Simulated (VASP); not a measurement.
Input of a VASP 6.6.1 run:

File INCAR:

```
PREC = Accurate ; ENCUT = 520
EDIFF = 1E-6 ; ISMEAR = 0
SIGMA = 0.02 ; LREAL = False
LASPH = True ; NELM = 80
ALGO = Normal ; ISIF = 2
LWAVE = False ; LCHARG = False
GGA = PE ; KPAR = 4
```

Contents of KPOINTS:

```
Automatic mesh
0
Gamma
  10 10 10
```

Contents of POSCAR:

```
MgS                                     
1.0
    0.0000000000      2.6116204705      2.6116204705
    2.6116204705      0.0000000000      2.6116204705
    2.6116204705      2.6116204705     -0.0000000000
  Mg              S             
     1     1
Direct
     0.0000000000000000    0.0000000000000000    0.0000000000000000
     0.5000000000000000    0.5000000000000000    0.5000000000000000
```

KPOINTS_OPT

```
path GXWKGLUWLK,UX
20
line-mode
reciprocal
 0.0000000000  0.0000000000  0.0000000000  G
 0.5000000000  0.0000000000  0.5000000000  X

 0.5000000000  0.0000000000  0.5000000000  X
 0.5000000000  0.2500000000  0.7500000000  W

 0.5000000000  0.2500000000  0.7500000000  W
 0.3750000000  0.3750000000  0.7500000000  K

 0.3750000000  0.3750000000  0.7500000000  K
 0.0000000000  0.0000000000  0.0000000000  G

 0.0000000000  0.0000000000  0.0000000000  G
 0.5000000000  0.5000000000  0.5000000000  L

 0.5000000000  0.5000000000  0.5000000000  L
 0.6250000000  0.2500000000  0.6250000000  U

 0.6250000000  0.2500000000  0.6250000000  U
 0.5000000000  0.2500000000  0.7500000000  W

 0.5000000000  0.2500000000  0.7500000000  W
 0.5000000000  0.5000000000  0.5000000000  L

 0.5000000000  0.5000000000  0.5000000000  L
 0.3750000000  0.3750000000  0.7500000000  K

 0.6250000000  0.2500000000  0.6250000000  U
 0.5000000000  0.0000000000  0.5000000000  X
```

Potentials or basis: VASP PAW PBE potentials, release 64 (Mg, S).

Command:

```bash
$ cat potpaw_PBE.64/Mg/POTCAR potpaw_PBE.64/S/POTCAR > POTCAR
$ mpirun -np 4 vasp_std > vasp.out
```

Question: What does it give for the band gap on the k mesh?

Answer: 2.75 eV, indirect (least direct gap 3.62 eV).

Question: Predict the band gap along the path.

Answer: 2.75 eV, indirect (least direct gap 3.62 eV).

Question: Predict the pressure.

Answer: 0.0 GPa.

Levels at the corners of the path, in eV from the valence-band top:
| point | band 2 | band 3 | band 4 | band 5 | band 6 | band 7 |
| --- | --- | --- | --- | --- | --- | --- |
| Γ | 0.00 | 0.00 | 0.00 | 3.62 | 7.96 | 7.96 |
| X | -4.13 | -1.66 | -1.66 | 2.75 | 4.43 | 11.89 |
| X | -4.13 | -1.66 | -1.66 | 2.75 | 4.43 | 11.89 |
| W | -3.18 | -3.18 | -2.33 | 5.20 | 7.94 | 7.94 |
| W | -3.18 | -3.18 | -2.33 | 5.20 | 7.94 | 7.94 |
| K | -3.64 | -3.14 | -1.34 | 3.89 | 6.69 | 9.65 |
| K | -3.64 | -3.14 | -1.34 | 3.89 | 6.69 | 9.65 |
| Γ | 0.00 | 0.00 | 0.00 | 3.62 | 7.96 | 7.96 |
| Γ | 0.00 | 0.00 | 0.00 | 3.62 | 7.96 | 7.96 |
| L | -4.77 | -0.58 | -0.58 | 4.53 | 6.89 | 6.89 |
| L | -4.77 | -0.58 | -0.58 | 4.53 | 6.89 | 6.89 |
| U | -3.64 | -3.14 | -1.34 | 3.89 | 6.69 | 9.65 |
| U | -3.64 | -3.14 | -1.34 | 3.89 | 6.69 | 9.65 |
| W | -3.18 | -3.18 | -2.33 | 5.20 | 7.94 | 7.94 |
| W | -3.18 | -3.18 | -2.33 | 5.20 | 7.94 | 7.94 |
| L | -4.77 | -0.58 | -0.58 | 4.53 | 6.89 | 6.89 |
| L | -4.77 | -0.58 | -0.58 | 4.53 | 6.89 | 6.89 |
| K | -3.64 | -3.14 | -1.34 | 3.89 | 6.69 | 9.65 |
| U | -3.64 | -3.14 | -1.34 | 3.89 | 6.69 | 9.65 |
| X | -4.13 | -1.66 | -1.66 | 2.75 | 4.43 | 11.89 |
